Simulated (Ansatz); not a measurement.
# AlNi: computed properties

Theory: DFT r2SCAN, scalar-relativistic, plane waves, PAW in Ansatz 0.2.0.

Cutoff 500 eV; k points 16×16×14 on the computed 2-atom cell (Γ-centred); Gaussian smearing, width 0.10 eV; no spin polarisation.

The structure is relaxed at this level of theory with its symmetry kept. Whether it is the stable form of this composition wasn't checked.

Symmetry: P4/mmm, No. 123, tetragonal system. The conventional cell has a = 2.860 Å, b = 2.860 Å, c = 2.870 Å, α = 90.00°, β = 90.00°, γ = 90.00°. Al (site symmetry 4/mmm) is surrounded by 8 Ni at 2.48 Å. Around Ni (site symmetry 4/mmm) lie 8 Al at 2.48 Å.

| Quantity | Value |
| --- | --- |
| Volume per atom | 11.74 Å³ |
| Formation energy from the elements' standard states (uncorrected) | -0.676 eV/atom |
| Generalised Kohn–Sham band gap | none (metal) |
| Density of states at the Fermi level | 0.80 states/eV per cell |
| Löwdin character within 0.5 eV of the Fermi level | Ni 3d 57 %, Al 3p 30 %, unprojected 5 % |
| Bulk modulus | 177 GPa |
| Its pressure derivative | 4.3 |
| Bader charges (e) | Al (1 in the cell) 1.88, Ni (1 in the cell) -1.88 |

A ferromagnetic start lost its moments in a first run, so spin was left out; other magnetic orders weren't tried.